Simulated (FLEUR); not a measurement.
# GaAs under changes of volume

One of the cells (22.590 Å³/atom); the others are scaled copies at fixed shape and fractional positions:

```
As Ga
1.0
     0.00000    2.82685    2.82685
     2.82685    0.00000    2.82685
     2.82685    2.82685    0.00000
As Ga
1 1
Cartesian
  4.2403 4.2403 4.2403
  0.0000 0.0000 0.0000
```

```yaml
Program: FLEUR MaX-R8.1 (later development tree)
Functional: SCAN
Potentials_or_basis: all-electron
Basis: FLAPW
Kmax: 4.71 1/bohr
k_mesh: 8 × 8 × 8
Occupations: fermi-dirac, width 0.05 eV
Spin: no spin polarisation
```

| volume (Å³/atom) | energy over the lowest point (meV/atom) | gap on the mesh (eV) |
| --- | --- | --- |
| 21.234 | 21.45 | 1.27 |
| 21.686 | 9.40 | 1.10 |
| 22.590 | 0.00 | 0.78 |
| 23.493 | 7.02 | 0.48 |
| 23.945 | ? | ? |

Question: What does the run at 23.945 Å³/atom give?

Answer: Energy over the lowest point 15.78 meV/atom; gap on the mesh 0.33 eV.

Worked out: A Birch-Murnaghan fit of order 2 (a polynomial in V^(-2/3)) to the other rows has its minimum at 22.63 Å³/atom with B0 = V·E''(V) = 72 GPa. It gives 15.78 meV/atom at 23.945 Å³/atom, against the run's 15.78. A straight line through the other rows of the gap, of slope -7.81 eV per unit of ln V (its deformation potential), extrapolates to 0.33 eV, against the run's 0.33.

Energies are extrapolated to zero smearing.

Caveats: the meta-GGA is that of a development version, with a GGA for the radial functions and cores and without core tails.

A mesh can miss the band edges. Spin-orbit coupling on As, Ga is left out.
